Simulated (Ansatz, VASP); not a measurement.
Ta: VASP beside Ansatz

POSCAR

```
Ta
1.0
    2.9003720726      0.0000000000      0.0000000000
   -1.4501860363      2.5117958953      0.0000000000
    0.0000000000      0.0000000000      5.1662740000
Ta
2
Direct
    0.3333333333      0.6666666667      0.2500000000
    0.6666666667      0.3333333333      0.7500000000
```

INCAR.step1

```
SYSTEM = Ta
PREC = Accurate ; ENCUT = 520
ISMEAR = -1 ; SIGMA = 0.05
LREAL = .FALSE. ; LASPH = .TRUE.
NELM = 60 ; NBANDS = 18
GGA = PE ; ALGO = Normal
EDIFF = 1E-4 ; LWAVE = .TRUE.
LCHARG = .FALSE.
```

File INCAR.step2:

```
SYSTEM = Ta
PREC = Accurate ; ENCUT = 520
EDIFF = 1E-6 ; ISMEAR = -1
SIGMA = 0.05 ; LREAL = .FALSE.
LASPH = .TRUE. ; NELM = 60
ALGO = Normal ; ISIF = 2
LWAVE = .FALSE. ; LCHARG = .FALSE.
METAGGA = R2SCAN ; LMIXTAU = .TRUE.
NBANDS = 18 ; ISTART = 1
```

File KPOINTS:

```
Automatic mesh
0
G
  11 11 5
  0 0 0
```

input.yaml

```yaml
crystal:
  lattice:
    - [2.9003720726, 0.0, 0.0]
    - [-1.4501860363, 2.5117958953, 0.0]
    - [0.0, 0.0, 5.166274]
  atoms:
    - { symbol: Ta, position: [0.3333333333, 0.6666666667, 0.25] }
    - { symbol: Ta, position: [0.6666666667, 0.3333333333, 0.75] }
hamiltonian:
  xc: r2scan
  pseudopotentials: { kind: paw }
kpoints:
  mp_grid: { grid: [11, 11, 5] }
  band_path:
    path:
      - [[0.0, 0.0, 0.0], [0.5, 0.0, 0.0], [0.3333333333, 0.3333333333, 0.0], [0.0, 0.0, 0.0], [0.0, 0.0, 0.5], [0.5, 0.0, 0.5], [0.3333333333, 0.3333333333, 0.5], [0.0, 0.0, 0.5]]
      - [[0.5, 0.0, 0.5], [0.5, 0.0, 0.0]]
      - [[0.3333333333, 0.3333333333, 0.0], [0.3333333333, 0.3333333333, 0.5]]
    npoints: 14
scf:
  occupations: { method: fermi_dirac, width: 0.05 }
  n_extra_bands: 6
output:
  forces: true
  stress: true
  eigenvalues: true
  fatbands: true
  write_density: true
  write_potential: true
  elf: true
  volumetric_format: npy
```

This isn't the form of Ta at room conditions, which is bcc.

Alike in both runs: functional r2SCAN; k mesh 11 × 11 × 5; occupations fermi-dirac, width 0.05 eV; no spin polarisation.

|  | VASP | Ansatz |
| --- | --- | --- |
| version | VASP 6.6.1 | Ansatz 0.2.0 |
| potentials or method | VASP PAW PBE potentials, release 64 (Ta_pv) | Ansatz PAW |
| plane-wave cutoff (eV) | 520 | 500 |
| valence electrons in the cell | 22 | 26 |
| task | single point | band structure |

VASP gave:

- gap on the k mesh at the Fermi level (eV): none
- pressure (GPa): -3.1
- largest component of the traceless stress (GPa): 0.87

Problem. Which values does Ansatz return?

Solution. gap on the k mesh at the Fermi level (eV): none; pressure (GPa): -3.6; largest component of the traceless stress (GPa): 0.82.

A gap of «none» marks a metal or a gap that the smearing closes. The two sets of potentials don't hold the same shells in valence.

Caveats: the PAW data sets were made with another functional, which shifts forces and pressure a little (VASP); spin-orbit coupling is left out, which moves the levels of the heavy elements (Ansatz); the PAW data sets come from PBE, with cores solved anew for the run's functional, which leaves a small shift of forces and pressure (Ansatz). The runs have no spin-orbit coupling, so splittings on Ta are missing.
